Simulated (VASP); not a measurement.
# Ti (P6/mmm) in VASP: notebook

Runs on Ti. Level: PBEsol. Tasks: equation of state.

Program: VASP 6.6.1. These are calculated values, not measurements. Logs are shortened: lines on timing, memory, paths and dates and some standing lists are left out, and cuts for length are marked.

### 1 The structure

The structure is hexagonal, space group P6/mmm (No. 191). Conventional cell: a = 4.514 Å, b = 4.514 Å, c = 2.797 Å, α = 90.00°, β = 90.00°, γ = 120.00°. Ti (site symmetry -6m2) has 11 Ti at 2.61 to 2.96 Å as nearest neighbours. Around Ti (site symmetry 6/mmm) lie 14 Ti at 2.80 to 2.96 Å.

This isn't the form of Ti at room conditions, which is hcp.

### 2 Equation of state, PBEsol, 15.79 Å³/atom (a relaxed cell with its volume scaled by 0.96)

Contents of INCAR:

```
SYSTEM = Ti
PREC = Accurate
ENCUT = 520
EDIFF = 1E-6
ISMEAR = -1
SIGMA = 0.05
LREAL = .False.
LASPH = .True.
NELM = 60
ALGO = Normal
ISIF = 2
LWAVE = .False.
LCHARG = .False.
GGA = PS
```

Contents of KPOINTS:

```
Automatic mesh
0
Gamma
  6 6 8
  0 0 0
```

Contents of POSCAR:

```
Ti                                      
1.0
    4.4527432503      0.0000000000     -0.0000000000
   -2.2263716251      3.8561887712      0.0000000000
    0.0000000000      0.0000000000      2.7589789396
  Ti            
     3
Direct
     0.6666666667000030    0.3333333332999970    0.5000000000000000
     0.3333333332999970    0.6666666667000030    0.5000000000000000
     0.0000000000000000    0.0000000000000000    0.0000000000000000
```

Potentials or basis: VASP PAW PBE potentials, release 64 (Ti_sv).

Launch:

```console
> cat potpaw_PBE.64/Ti_sv/POTCAR > POTCAR
> mpirun -np 1 vasp_std > vasp.out
```

OUTCAR:

```text
SYSTEM = Ti
   PREC = Accurate
   ENCUT = 520
   EDIFF = 1E-6
   ISMEAR = -1
   LREAL = .False.
   LASPH = .True.
   NELM = 60
   ISIF = 2
   GGA = PS

 ion  position               nearest neighbor table
   1  0.667  0.333  0.500-   2 2.57   2 2.57   2 2.57   3 2.92   3 2.92   3 2.92   3 2.92   3 2.92
                             3 2.92
   2  0.333  0.667  0.500-   1 2.57   1 2.57   1 2.57   3 2.92   3 2.92   3 2.92   3 2.92   3 2.92
                             3 2.92
   3  0.000  0.000  0.000-   1 2.92   2 2.92   1 2.92   2 2.92   2 2.92   2 2.92   1 2.92   1 2.92
                             1 2.92   1 2.92   2 2.92   2 2.92

  LATTYP: Found a hexagonal cell.
 ALAT       =     4.4527432503
 C/A-ratio  =     0.6196133001

  Lattice vectors:

 A1 = (   4.4527432503,   0.0000000000,   0.0000000000)
 A2 = (  -2.2263716251,   3.8561887712,   0.0000000000)
 A3 = (   0.0000000000,   0.0000000000,   2.7589789396)

Analysis of symmetry for initial positions (statically):
=====================================================================
 Subroutine PRICEL returns:
 Original cell was already a primitive cell.

 Routine SETGRP: Setting up the symmetry group for a
 hexagonal supercell.

 Subroutine GETGRP returns: Found 24 space group operations
 (whereof 24 operations were pure point group operations)
 out of a pool of 24 trial point group operations.

The static configuration has the point symmetry D_6h.

Analysis of symmetry for dynamics (positions and initial velocities):
=====================================================================
 Subroutine PRICEL returns:
 Original cell was already a primitive cell.

 Routine SETGRP: Setting up the symmetry group for a
 hexagonal supercell.

 Subroutine GETGRP returns: Found 24 space group operations
 (whereof 24 operations were pure point group operations)
 out of a pool of 24 trial point group operations.

The dynamic configuration has the point symmetry D_6h.

 Subroutine INISYM returns: Found 24 space group operations
 (whereof 24 operations are pure point group operations),
 and found     1 'primitive' translations

----------------------------------------------------------------------------------------

                                     Primitive cell

  volume of cell :      47.3734

  direct lattice vectors                    reciprocal lattice vectors
     4.452743250  0.000000000  0.000000000     0.224580656  0.129661702  0.000000000
    -2.226371625  3.856188771  0.000000000     0.000000000  0.259323404  0.000000000
     0.000000000  0.000000000  2.758978940     0.000000000  0.000000000  0.362452930

  length of vectors
     4.452743250  4.452743250  2.758978940     0.259323404  0.259323404  0.362452930

  position of ions in fractional coordinates (direct lattice)
     0.666666667  0.333333333  0.500000000
     0.333333333  0.666666667  0.500000000
     0.000000000  0.000000000  0.000000000

  ion indices of the primitive-cell ions
   primitive index   ion index
                 1           1
                 2           2
                 3           3

----------------------------------------------------------------------------------------

 KPOINTS: Automatic mesh

Automatic generation of k-mesh.
 Grid dimensions read from file:
 generate k-points for:    6    6    8

 Generating k-lattice:

  Cartesian coordinates                     Fractional coordinates (reciprocal lattice)
     0.037430109  0.021610284  0.000000000     0.166666667 -0.000000000  0.000000000
     0.000000000  0.043220567  0.000000000     0.000000000  0.166666667  0.000000000
     0.000000000  0.000000000  0.045306616     0.000000000  0.000000000  0.125000000

  Length of vectors
     0.043220567  0.043220567  0.045306616

  Shift w.r.t. Gamma in fractional coordinates (k-lattice)
     0.000000000  0.000000000  0.000000000

 Subroutine IBZKPT returns following result:
 ===========================================

 Found     35 irreducible k-points:

 Following reciprocal coordinates:
            Coordinates               Weight
  0.000000  0.000000  0.000000      1.000000
  0.166667  0.000000  0.000000      6.000000
  0.333333  0.000000  0.000000      6.000000
  0.500000 -0.000000  0.000000      3.000000
  0.166667  0.166667  0.000000      6.000000
  0.333333  0.166667  0.000000     12.000000
[... 16 lines left out ...]
  0.166667  0.000000  0.375000     12.000000
  0.333333  0.000000  0.375000     12.000000
 [... further k-points ...]
   k-points           NKPTS =     35   k-points in BZ     NKDIM =     35   number of bands    NBANDS=     22
   number of dos      NEDOS =    301   number of ions     NIONS =      3
   total plane-waves  NPLWV =  31104
   dimension x,y,z NGX =    36 NGY =   36 NGZ =   24
   dimension x,y,z NGXF=    72 NGYF=   72 NGZF=   48
   ions per type =               3
   NGX,Y,Z   is equivalent  to a cutoff of  13.44, 13.44, 14.46 a.u.
   NGXF,Y,Z  is equivalent  to a cutoff of  26.88, 26.88, 28.92 a.u.
 SYSTEM =  Ti
   PREC   = accura    normal or accurate (medium, high low for compatibility)
   ISTART =      0    job   : 0-new  1-cont  2-samecut
   ICHARG =      2    charge: 1-file 2-atom 10-const
   ISPIN  =      1    spin polarized calculation?
   LNONCOLLINEAR =      F non collinear calculations
   LSORBIT =      F    spin-orbit coupling
   LASPH  =      T    aspherical Exc in radial PAW
   ENCUT  =  520.0 eV  38.22 Ry    6.18 a.u.   8.28  8.28  5.13*2*pi/ulx,y,z
   NELM   =     60;   NELMIN=  2; NELMDL= -5     # of ELM steps
   EDIFF  = 0.1E-05   stopping-criterion for ELM
   LREAL  =      F    real-space projection
   EDIFFG = 0.1E-04   stopping-criterion for IOM
   NSW    =      0    number of steps for IOM
   IBRION =     -1    ionic relax: 0-MD 1-quasi-New 2-CG
   NFREE  =      0    steps in history (QN), initial steepest desc. (CG)
   ISIF   =      2    stress and relaxation
   ISYM   =      2    0-nonsym 1-usesym 2-fastsym
   POTIM  = 0.5000    time-step for ionic-motion
   TEBEG  =    0.0;   TEEND  =   0.0 temperature during run
   PSTRESS=    0.0 pullay stress
   NELECT =      36.0000    total number of electrons
   NUPDOWN=      -1.0000    fix difference up-down
   EMIN   =  10.00;   EMAX   =-10.00  energy-range for DOS
   EFERMI =   0.00;   METHOD = LEGACY
   ISMEAR =    -1;   SIGMA  =   0.05  broadening in eV -4-tet -1-fermi 0-gaus
   EFERMI_NEDOS =   21; number of points for ismear=-14 and -15
   IALGO  =     38    algorithm
   IMIX   =      4    mixing-type and parameters
     AMIX     =   0.40;   BMIX     =  1.00
     AMIX_MAG =   1.60;   BMIX_MAG =  1.00
  volume/ion in A,a.u.               =      15.79       106.56
  Fermi-wavevector in a.u.,A,eV,Ry     =   1.493932  2.823123 30.365937  2.231833
  Thomas-Fermi vector in A             =   2.606270
   LORBIT       =      0    0 simple, 1 ext, 2 COOP (PROOUT), +10 PAW based schemes
   GGA     = PS    functional components
   LHFCALC =     F    Hartree Fock is set to
   AEXX    =    0.0000 exact exchange contribution
   IVDW    =     0    specifies the selected vdW correction
   LEPSILON=     F    determine dielectric tensor
   LRPA    =     F    only Hartree local field effects (RPA)
 non-spin polarized calculation
  energy-cutoff  :      520.00
  volume of cell :       47.37
 maximum number of plane-waves:      1290
 NGX is ok and might be reduce to    36
   NGX = 17   NGY = 17   NGZ = 11

 number of electron      36.0000007 magnetization

 Free energy of the ion-electron system (eV)
  ---------------------------------------------------
  ext. energy  EPLUGINS =         0.00000000
  ---------------------------------------------------
  free energy    TOTEN  =       -25.02840006 eV

  energy without entropy =      -25.00108308  energy(sigma->0) =      -25.01474157

 E-fermi :   9.1363     XC(G=0): -12.0989

 val. band max:        9.1169709210   @ k =   0.0000   0.0000   0.0000
 cond. band min:       9.1387075049   @ k =   0.3333   0.0000   0.1250
 fundamental gap:      0.0217365839
 Fermi energy:         9.1363046134

 k-point     1 :       0.0000    0.0000    0.0000
  band No.  band energies     occupation
      1     -47.3735      2.00000
      2     -47.1190      2.00000
      3     -46.9072      2.00000
      4     -23.8149      2.00000
      5     -23.8149      2.00000
      6     -23.7716      2.00000
[... 14 lines left out ...]
     21      10.5199      0.00000
     22      10.5199      0.00000

 k-point     2 :       0.1667    0.0000    0.0000
  band No.  band energies     occupation
      1     -47.3657      2.00000
      2     -47.1129      2.00000
      3     -46.9219      2.00000
      4     -23.9377      2.00000
      5     -23.8978      2.00000
      6     -23.6441      2.00000
[... 14 lines left out ...]
     21      10.2815      0.00000
     22      10.6550      0.00000

 k-point     3 :       0.3333    0.0000    0.0000
  band No.  band energies     occupation
      1     -47.3506      2.00000
      2     -47.0921      2.00000
      3     -46.9592      2.00000
      4     -24.0394      2.00000
      5     -23.8690      2.00000
      6     -23.5322      2.00000
[... 14 lines left out ...]
     21      10.0417      0.00000
     22      10.3230      0.00000

 k-point     4 :       0.5000   -0.0000    0.0000
  band No.  band energies     occupation
      1     -47.3434      2.00000
      2     -47.0717      2.00000
      3     -46.9874      2.00000
      4     -24.0764      2.00000
      5     -23.7743      2.00000
      6     -23.6123      2.00000
[... 14 lines left out ...]
     21      10.2090      0.00000
     22      10.5320      0.00000

 k-point     5 :       0.1667    0.1667    0.0000
  band No.  band energies     occupation
      1     -47.3544      2.00000
      2     -47.0985      2.00000
      3     -46.9486      2.00000
      4     -23.9684      2.00000
      5     -23.9442      2.00000
      6     -23.5895      2.00000
[... 417 lines left out ...]
 k-point    22 :       0.0000    0.0000    0.3750
  band No.  band energies     occupation
      1     -47.2832      2.00000
      2     -47.0791      2.00000
      3     -46.8458      2.00000
      4     -23.7990      2.00000
      5     -23.7007      2.00000
      6     -23.7007      2.00000
[... 14 lines left out ...]
     21      10.4685      0.00000
     22      10.4685      0.00000

 k-point    23 :       0.1667    0.0000    0.3750
  band No.  band energies     occupation
      1     -47.2817      2.00000
      2     -47.0667      2.00000
      3     -46.8601      2.00000
      4     -23.8427      2.00000
      5     -23.7662      2.00000
      6     -23.7631      2.00000
[... 14 lines left out ...]
     21      10.3935      0.00000
     22      10.4873      0.00000

 k-point    24 :       0.3333    0.0000    0.3750
  band No.  band energies     occupation
      1     -47.2791      2.00000
      2     -47.0334      2.00000
      3     -46.8969      2.00000
      4     -23.8972      2.00000
      5     -23.8323      2.00000
      6     -23.8190      2.00000
[... 14 lines left out ...]
     21      10.2718      0.00000
     22      10.4749      0.00000

 [... further k-points ...]
[... 5 lines left out ...]
  --------------------------------------------------------------------------------------
  -------------------------------------------------------------------------------------
  Total        1.5505136      1.5505136      1.6279884      0.0000000      0.0000000     -0.0000000
  in kB       52.4386903     52.4386903     55.0589053      0.0000000      0.0000000     -0.0000000
  external PRESSURE =      53.3120953 kB  Pullay stress =       0.0000000 kB

 VOLUME and BASIS-vectors are now :
 -----------------------------------------------------------------------------
  energy-cutoff  :      520.00
  volume of cell :       47.37
      direct lattice vectors                 reciprocal lattice vectors
     4.452743250  0.000000000  0.000000000     0.224580656  0.129661702  0.000000000
    -2.226371625  3.856188771  0.000000000     0.000000000  0.259323404  0.000000000
     0.000000000  0.000000000  2.758978940     0.000000000  0.000000000  0.362452930

 POSITION                                       TOTAL-FORCE (eV/Angst)
 -----------------------------------------------------------------------------------
      2.22637      1.28540      1.37949         0.000000     -0.000000      0.000000
     -0.00000      2.57079      1.37949         0.000000      0.000000     -0.000000
      0.00000      0.00000      0.00000        -0.000000      0.000000      0.000000
 -----------------------------------------------------------------------------------
    total drift:                                0.000000      0.000000     -0.000000

  FREE ENERGIE OF THE ION-ELECTRON SYSTEM (eV)
  ---------------------------------------------------
  free  energy   TOTEN  =       -25.0284000614 eV

  energy  without entropy=      -25.0010830847  energy(sigma->0) =      -25.01474157
```

Wall time 29 s (1 thread of AMD EPYC 9R45 (Zen 5), shared host); peak memory 0.15 GiB.

Results:

```yaml
Free_energy: -25.0284 eV
Pressure: 5.3 GPa
Band_gap_on_the_k_mesh: none (metal or under the smearing width)
```

Caveat: the PAW data sets were made with another functional, which shifts forces and pressure a little.

### 3 Equation of state, PBEsol, 16.12 Å³/atom (a relaxed cell with its volume scaled by 0.98)

INCAR is that of step 2.

KPOINTS is that of step 2.

Contents of POSCAR:

```
Ti                                      
1.0
    4.4834527948      0.0000000000     -0.0000000000
   -2.2417263974      3.8827840170      0.0000000000
    0.0000000000      0.0000000000      2.7780069819
  Ti            
     3
Direct
     0.6666666667000030    0.3333333332999970    0.5000000000000000
     0.3333333332999970    0.6666666667000030    0.5000000000000000
     0.0000000000000000    0.0000000000000000    0.0000000000000000
```

Potentials or basis: VASP PAW PBE potentials, release 64 (Ti_sv).

Launch:

```console
> cat potpaw_PBE.64/Ti_sv/POTCAR > POTCAR
> mpirun -np 1 vasp_std > vasp.out
```

It took 28 s on 1 thread of AMD EPYC 9R45 (Zen 5), shared host; peak memory 0.15 GiB.

It converged, with:

```
Free energy            : -25.0529 eV
Pressure               : 2.6 GPa
Band gap on the k mesh : none (metal or under the smearing width)
```

Caveat: the PAW data sets were made with another functional, which shifts forces and pressure a little.

### 4 Equation of state, PBEsol, 16.45 Å³/atom

INCAR is that of step 3.

KPOINTS is that of step 3.

Contents of POSCAR:

```
Ti                                      
1.0
    4.5137473138      0.0000000000     -0.0000000000
   -2.2568736569      3.9090198400      0.0000000000
    0.0000000000      0.0000000000      2.7967778687
  Ti            
     3
Direct
     0.6666666667000030    0.3333333332999970    0.5000000000000000
     0.3333333332999970    0.6666666667000030    0.5000000000000000
     0.0000000000000000    0.0000000000000000    0.0000000000000000
```

Launch:

```console
> cat potpaw_PBE.64/Ti_sv/POTCAR > POTCAR
> mpirun -np 1 vasp_std > vasp.out
```

Run time: 28 s. Hardware: 1 thread of AMD EPYC 9R45 (Zen 5), shared host; peak memory 0.16 GiB.

It converged, with:

- Free energy: -25.0613 eV
- Pressure: 0.1 GPa
- Band gap on the k mesh: none (metal or under the smearing width)

Caveat: the PAW data sets were made with another functional, which shifts forces and pressure a little.

### 5 Equation of state, PBEsol, 16.78 Å³/atom (a relaxed cell with its volume scaled by 1.02)

INCAR is that of step 4.

KPOINTS is that of step 4.

Contents of POSCAR:

```
Ti                                      
1.0
    4.5436405512      0.0000000000     -0.0000000000
   -2.2718202756      3.9349081430      0.0000000000
    0.0000000000      0.0000000000      2.8153001163
  Ti            
     3
Direct
     0.6666666667000030    0.3333333332999970    0.5000000000000000
     0.3333333332999970    0.6666666667000030    0.5000000000000000
     0.0000000000000000    0.0000000000000000    0.0000000000000000
```

Launch:

```console
> cat potpaw_PBE.64/Ti_sv/POTCAR > POTCAR
> mpirun -np 1 vasp_std > vasp.out
```

It took 29 s on 1 thread of AMD EPYC 9R45 (Zen 5), shared host; peak memory 0.16 GiB.

It converged, with:

```yaml
Free_energy: -25.0549 eV
Pressure: -2.2 GPa
Band_gap_on_the_k_mesh: none (metal or under the smearing width)
```

Caveat: the PAW data sets were made with another functional, which shifts forces and pressure a little.

### 6 Equation of state, PBEsol, 17.11 Å³/atom (a relaxed cell with its volume scaled by 1.04)

INCAR is that of step 5.

KPOINTS is that of step 5.

Contents of POSCAR:

```
Ti                                      
1.0
    4.5731455374      0.0000000000     -0.0000000000
   -2.2865727687      3.9604602106      0.0000000000
    0.0000000000      0.0000000000      2.8335817981
  Ti            
     3
Direct
     0.6666666667000030    0.3333333332999970    0.5000000000000000
     0.3333333332999970    0.6666666667000030    0.5000000000000000
     0.0000000000000000    0.0000000000000000    0.0000000000000000
```

Potentials or basis: VASP PAW PBE potentials, release 64 (Ti_sv).

Launch:

```console
> cat potpaw_PBE.64/Ti_sv/POTCAR > POTCAR
> mpirun -np 1 vasp_std > vasp.out
```

Wall time 29 s (1 thread of AMD EPYC 9R45 (Zen 5), shared host); peak memory 0.15 GiB.

The run converged. Its results:

```yaml
Free_energy: -25.0350 eV
Pressure: -4.3 GPa
Band_gap_on_the_k_mesh: none (metal or under the smearing width)
```

Caveat: the PAW data sets were made with another functional, which shifts forces and pressure a little.

### 7 Equation of state, PBEsol

This step only gathers the single runs of the series.

Results:

* Equilibrium volume: 16.47 Å³/atom
* Bulk modulus at fixed shape and positions: 119 GPa
* Pressure derivative of the bulk modulus: 3.5 (rough: it moves with the points fitted)

Energy against volume, from the lowest point:
```tsv
volume (Å³/atom)	energy (meV/atom)
15.791	10.97
16.120	2.80
16.449	0.00
16.778	2.13
17.107	8.75
```

Caveat: the cell was scaled at fixed shape and fractional positions, which overstates the stiffness of a crystal with free parameters, most of all of layers and chains; the PAW data sets were made with another functional, which shifts forces and pressure a little.
